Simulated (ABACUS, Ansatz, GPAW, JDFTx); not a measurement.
MnS: energy against volume and a worked fit

```
CELL_PARAMETERS angstrom
0.00000 2.47346 2.47346
2.47346 0.00000 2.47346
2.47346 2.47346 0.00000
ATOMIC_POSITIONS crystal
Mn 0.00000 0.00000 0.00000
S 0.75000 0.75000 0.75000
```

The cell is a database's computed one, not the measured one.

The cell was scaled at fixed shape and fractions and run with Ansatz, Ansatz PAW, cutoff 420 eV; PBEsol, k mesh 9 × 9 × 9 on the cell of 2 atoms, fermi-dirac occupations of 0.05 eV, collinear spin, ferromagnetic start, no spin-orbit coupling. The potentials were made for PBE. Energies are those that the program minimises, any entropy of the smearing included. For a metal such a mesh isn't converged to the digits shown. The magnetic state is the one that the start led to, which needn't be the lowest.

| V (Å³/atom) | energy over the lowest row (meV/atom) |
| --- | --- |
| 14.2247 | 12.11 |
| 14.5274 | 2.81 |
| 14.8300 | 0.00 |
| 15.1327 | 3.00 |
| 15.4354 | 11.19 |
| 15.7380 | ? |
| 16.0407 | 41.00 |

Question: Fit the third-order Birch-Murnaghan form, give V0, B0 and B′, and predict the energy left open.

Answer: With y = (V0/V)^(2/3), E = E0 + (9 V0 B0/16) [(y - 1)³ B′ + (y - 1)² (6 - 4y)]. Least squares through the rows shown give V0 = 14.8194 Å³/atom, E0 = 0.00 meV, B0 = 150.9 GPa (1 eV/Å³ = 160.218 GPa) and B′ = 4.49, with a largest miss of 0.00 meV. At V = 15.7380 the form with these constants gives 24.02 meV; the run gave 24.02 meV an atom. Other set-ups at this level, from all their volumes (Å³/atom, GPa): ABACUS, PseudoDojo NC SR 0.4.1 PBEsol standard, plane waves: V0 14.808, B0 150.7; GPAW, PAW data sets generated for this functional: V0 14.900, B0 148.6; JDFTx, PseudoDojo-SR-PBEsol-0.4.1-standard with smoothed tails: V0 14.809, B0 150.7; Ansatz, all-electron LAPW, scalar-relativistic: V0 14.819, B0 150.8.
